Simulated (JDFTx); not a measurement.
Crystal: WC (Qusongite).

```
W C
1.0
     2.90650    0.00000    0.00000
    -1.45325    2.51710    0.00000
     0.00000    0.00000    2.83660
W C
1 1
Direct
  0.00000 0.00000 0.00000
  0.66667 0.33333 0.50000
```

Program: JDFTx 1.7.0 (patched build). Alike in all runs: task single point; potentials or basis SG15-PBE-1.2 with smoothed tails; no spin polarisation; cell as given; k mesh 5 × 5 × 4; cutoff (eV) 1361; smearing fermi-dirac 0.05 eV; the mesh is coarse, so values aren't converged.

**Question.** Order these runs on this cell by their pressure, lowest first.
A. level r2SCAN
B. level PBEsol
C. level LDA

**Answer.** C (-16.2 GPa), A (-8.2 GPa), B (-4.8 GPa).

Caveats: all runs use coarse meshes; the potentials were made for another functional, which shifts forces and pressure.

Not every run made on this cell is shown here.
